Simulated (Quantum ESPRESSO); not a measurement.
Runs of Quantum ESPRESSO 7.5 on Os. It takes space group Fm-3m (No. 225, cubic). The conventional cell has a = 3.890 Å, b = 3.890 Å, c = 3.890 Å, α = 90.00°, β = 90.00°, γ = 90.00°. Os (site symmetry m-3m) is surrounded by 12 Os at 2.75 Å. This isn't the form of Os at room conditions, which is hcp.

```tsv
task	level	potentials or basis	spin	U	fixed moment (μB)	cell	k mesh	cutoff (eV)	smearing	form of the LDA correlation	mixing beta	start of the occupations	hubbard projectors	rVV10 parameter b	gap on the mesh (eV)	pressure (GPa)	moment (μB)
band structure	LDA	JTH 2.0 LDA	off	-	-	volume scaled by 1.08	12 × 12 × 12	490	fermi-dirac 0.025 eV	PW92	0.5	-	-	-	none	-45.7	-
density of states	LDA+rVV10+U	PseudoDojo 0.4.1 SR LDA standard	off	Os d U = 4 eV	-	cell strained at random at fixed volume	10 × 10 × 10	1007	cold 0.05 eV	PW92	0.3	random3	ortho-atomic	6.3	none	-33.5	-
real-space fields	PW86PBE+D3	SSSP 1.3 efficiency PBE	off	-	-	as given	12 × 12 × 12	748	fermi-dirac 0.1 eV	-	0.5	-	-	-	none	-6.5	-
band structure	vdW-DF	SSSP 1.3 efficiency PBE	collinear, ferromagnetic start	-	-	as given	12 × 12 × 12	748	fermi-dirac 0.05 eV	-	0.3	-	-	-	none	-0.2	(b)
projected density of states	revPBE+D3(BJ)	GBRV 1.5 PBE	collinear, ferromagnetic start	-	2	as given	12 × 12 × 12	612	methfessel-paxton 0.2 eV	-	0.3	-	-	-	-	(a)	2.00
```

**Question.** Estimate the missing entries.

**Answer.** (a) 18.5; (b) 0.00.

Caveats: the potentials were made for another functional, which shifts forces and pressure (some runs); spin-orbit coupling is left out, which moves the levels of the heavy elements (some runs); pairwise dispersion overbinds metals, which lowers pressure and volume (some runs); the cutoff is low for these files, which shifts pressure and relaxed volume (some runs); rVV10's parameter b was fitted to another functional (some runs); the cell as given lies far from equilibrium (some runs); U without spin polarisation on a metal has little footing (some runs).

A k mesh can miss the band edges, and the runs leave out spin-orbit coupling on Os.

A gap of «none» marks a metal or a gap under the smearing width.

The runs don't all hold the same shells in valence.
